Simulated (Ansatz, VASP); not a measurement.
## TaN: VASP beside Ansatz

```
CELL_PARAMETERS angstrom
2.94276 0.00000 0.00000
-1.47138 2.54850 0.00000
0.00000 0.00000 2.84443
ATOMIC_POSITIONS crystal
Ta 0.33333 0.66667 0.55203
N 0.00000 0.00000 0.94797
```

Alike in both runs: task single point; functional PBE; k mesh 18 × 18 × 14; occupations gaussian, width 0.1 eV; no spin polarisation.

|  | VASP | Ansatz |
| --- | --- | --- |
| version | VASP 6.6.1 | Ansatz 0.2.0 |
| potentials or method | VASP PAW PBE potentials, release 64 (Ta_pv, N) | scalar-relativistic, plane waves, PAW |
| plane-wave cutoff (eV) | 520 | 420 |
| valence electrons in the cell | 16 | 18 |

Ansatz gave:

* gap on the k mesh at the Fermi level (eV): none
* pressure (GPa): 27.6
* largest component of the traceless stress (GPa): 5.66
* rms of the force components (eV/Å): 2.903

**Question.** Which values does VASP return?

**Answer.** gap on the k mesh at the Fermi level (eV): none; pressure (GPa): 28.6; largest component of the traceless stress (GPa): 5.67; rms of the force components (eV/Å): 2.931.

Atom by atom the forces differ by 0.028 eV/Å (rms over components). A gap of «none» marks a metal or a gap that the smearing closes. With one functional, cell and mesh, what is left measures potentials, basis and numerics. The two sets of potentials don't hold the same shells in valence.

Caveats: so large a pressure means that the cell lies far from this level's equilibrium, or that cutoff or potentials fall short (VASP); forces of over 1 eV/Å show positions far from the minimum, so gaps and moduli don't describe the material at rest. Spin-orbit coupling is left out, which matters for the levels of Ta.
